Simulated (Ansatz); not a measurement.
GeTe (alpha-GeTe type, space group R3m)

```xyz
4
Lattice="4.2266 2.4402 7.2798 -2.1133 1.2201 3.6399 0.0000 -2.4402 3.6399" Properties=species:S:1:pos:R:3 pbc="T T T"
Ge     0.0000     0.0000     2.5578
Ge     2.1133     1.2201     6.1977
Te     0.0000     0.0000     8.3620
Te     2.1133     1.2201    12.0019
```

A phonon eigenvector at L = (0.5, 0.0, 0.0) is frozen into this cell: atom i moves by Q times the vector below, so Q is the largest atomic displacement, in Å. The cell is held. (q is in reciprocal vectors of the primitive cell; the cell shown is doubled to hold the pattern.)

```
atom       x       y      z
----  ------  ------  -----
Ge1   -0.500   0.866  0.000
Ge2    0.500  -0.866  0.000
Te3   -0.337   0.584  0.000
Te4    0.337  -0.584  0.000
```

All values below come from PBE (plane waves to 420 eV, PAW, scalar-relativistic; Ansatz, a quantum-chemistry and plane-wave program). k mesh 5×10×10 (Γ-centred), Fermi-Dirac smearing 0.05 eV. The energy includes the smearing's −TS. GeTe was relaxed with its symmetry unable to fall. Spin-orbit coupling is left out, though Te is heavy. The zero of ΔE is the undisplaced structure.

```json
[
 {"Q (Å)": "-0.2800", "ΔE (meV/cell)": "656"},
 {"Q (Å)": "-0.2333", "ΔE (meV/cell)": "456"},
 {"Q (Å)": "-0.1867", "ΔE (meV/cell)": "withheld"},
 {"Q (Å)": "-0.1400", "ΔE (meV/cell)": "165"},
 {"Q (Å)": "-0.0933", "ΔE (meV/cell)": "73"},
 {"Q (Å)": "-0.0467", "ΔE (meV/cell)": "18"},
 {"Q (Å)": "0.0000", "ΔE (meV/cell)": "0"},
 {"Q (Å)": "0.0467", "ΔE (meV/cell)": "18"},
 {"Q (Å)": "0.0933", "ΔE (meV/cell)": "73"},
 {"Q (Å)": "0.1400", "ΔE (meV/cell)": "165"},
 {"Q (Å)": "0.1867", "ΔE (meV/cell)": "withheld"},
 {"Q (Å)": "0.2333", "ΔE (meV/cell)": "456"},
 {"Q (Å)": "0.2800", "ΔE (meV/cell)": "656"}
]
```

Task: Fit an even polynomial form (powers 2, 4) to the given rows and predict ΔE at Q = 0.1867.

Result: Least squares on the 11 given rows: ΔE = (8413)·Q² + (-593.7)·Q⁴, in meV/cell with Q in Å; root-mean-square residual 0.2 meV/cell. At 0.1867 the fit gives 293 meV/cell; the calculation gives 293 meV/cell, the same to the digits shown. The quadratic term alone would give 293 meV/cell.

(A displaced cell: forces are minus the slopes of the energy, force constants its curvatures, and phonons follow from these.)
